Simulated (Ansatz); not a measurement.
Cubic perovskite LaAlO3 (cubic high-temperature phase) was calculated with PBE (Ansatz, a quantum-chemistry and plane-wave program, plane waves, PAW).

Run with plane-wave cutoff 520 eV, 6×6×6 k mesh, scalar-relativistic PAW data made under PBE.

Computed at the level's own relaxed cell.

```
AlLaO3
1.0
    3.81246     0.00000     0.00000
    0.00000     3.81246     0.00000
    0.00000     0.00000     3.81246
La Al O
1 1 3
Direct
  0.00000   0.00000   0.00000
  0.50000   0.50000   0.50000
  0.50000   0.00000   0.50000
  0.00000   0.50000   0.50000
  0.50000   0.50000   0.00000
```

Task: Give the elastic tensor (Voigt notation, GPa, ions relaxed, in the Cartesian axes of the cell as printed).

Result: 
```
  327.1   124.6   124.6     0.0     0.0     0.0
  124.6   327.1   124.6     0.0     0.0     0.0
  124.6   124.6   327.1     0.0     0.0     0.0
    0.0     0.0     0.0   150.9     0.0     0.0
    0.0     0.0     0.0     0.0   150.9     0.0
    0.0     0.0     0.0     0.0     0.0   150.9
```

Note: the relaxation could not lower the start's symmetry, so the cell can be a saddle point above a distorted one.
